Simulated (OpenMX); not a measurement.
The system is Os.

```
Os
1.0
     2.73410    0.00000    0.00000
    -1.36705    2.36780    0.00000
     0.00000    0.00000    4.31970
Os
2
Direct
  0.66667 0.33333 0.75000
  0.33333 0.66667 0.25000
```

Base run:

```yaml
Program: OpenMX 3.8.5
Functional: PBE
Potentials_or_basis: OpenMX 2013 PBE set, Os7.0-s3p2d2f1, grid cutoff 400 Ry
k_mesh: 11 × 11 × 7
Occupations: fermi-dirac, width 0.05 eV
Spin: no spin polarisation
```

Its results: pressure 11.4 GPa; largest force 0.023 eV/Å.

Problem. After a change of settings the same cell gave: pressure 16.6 GPa; largest force 0.023 eV/Å. Which change was it?
A. potentials or basis from OpenMX 2013 PBE set, Os7.0-s3p2d2f1, grid cutoff 400 Ry to OpenMX 2013 PBE set, Os7.0-s3p2d2, grid cutoff 400 Ry
B. potentials or basis from OpenMX 2013 PBE set, Os7.0-s3p2d2f1, grid cutoff 400 Ry to OpenMX 2013 PBE set, Os7.0-s3p2d2f2, grid cutoff 400 Ry
C. functional from PBE to LDA; potentials or basis from OpenMX 2013 PBE set, Os7.0-s3p2d2f1, grid cutoff 400 Ry to OpenMX 2013 LDA set, Os7.0-s3p2d2f1, grid cutoff 400 Ry

Solution. A.

Caveats: the basis of atomic orbitals isn't converged, which shifts pressures, moduli and gaps; so large a pressure means that the cell lies far from this level's equilibrium, or that cutoff or potentials fall short (some runs).

Not every run made on this cell is shown here.
